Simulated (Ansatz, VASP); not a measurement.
**AlN in VASP and in Ansatz**

```
Al N
1.0
     0.00000    2.18399    2.18399
     2.18399    0.00000    2.18399
     2.18399    2.18399    0.00000
Al N
1 1
Cartesian
  0.0000 0.0000 0.0000
  1.0920 1.0920 1.0920
```

Measurements of this composition are mostly on another form, of space group No. 186.

Alike in both runs: task single point; functional LDA; k mesh 8 × 8 × 8; occupations gaussian, width 0.1 eV; no spin polarisation.

```csv
,VASP,Ansatz
version,VASP 6.6.1,Ansatz 0.2.0
potentials or method,"VASP PAW LDA potentials, release 64 (Al, N)","scalar-relativistic, plane waves, PAW"
plane-wave cutoff (eV),520,420
valence electrons in the cell,8,8
```

|  | VASP | Ansatz | Ansatz less VASP |
| --- | --- | --- | --- |
| gap on the k mesh at the Fermi level (eV) | 3.22 | 3.24 | +0.018 |
| least direct gap on the mesh (eV) | 4.23 | 4.23 | -0.007 |
| pressure (GPa) | -3.0 | -3.6 | -0.60 |

Ansatz warned: «pseudo_functional_mismatch».

A k mesh can miss the band edges. LDA gaps usually lie below the measured ones, often by a third to a half.
